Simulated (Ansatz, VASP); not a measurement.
## Br: VASP beside Ansatz

```
Br
1.0
    -1.43292    1.43292    3.60121
     1.43292   -1.43292    3.60121
     1.43292    1.43292   -3.60121
Br
1
Cartesian
  0.0000 0.0000 0.0000
```

Change from the starting cell: volume scaled by 1.02.

Alike in both runs: task single point; functional PBE; k mesh 13 × 13 × 13; occupations fermi-dirac, width 0.05 eV; no spin polarisation.

|  | VASP | Ansatz |
| --- | --- | --- |
| version | VASP 6.6.1 | Ansatz 0.2.0 |
| potentials or method | VASP PAW PBE potentials, release 64 (Br) | Ansatz PAW |
| plane-wave cutoff (eV) | 520 | 420 |
| valence electrons in the cell | 7 | 7 |

```tsv
	VASP	Ansatz	Ansatz less VASP
gap on the k mesh at the Fermi level (eV)	none	none	-
pressure (GPa)	0.7	0.7	-0.01
largest component of the traceless stress (GPa)	0.86	0.87	+0.006
```

A gap of «none» marks a metal or a gap that the smearing closes. With one functional, cell and mesh, what is left measures potentials, basis and numerics.

Caveats: an odd number of electrons without spin polarisation forces a metal; a magnetic or distorted state may lie lower.
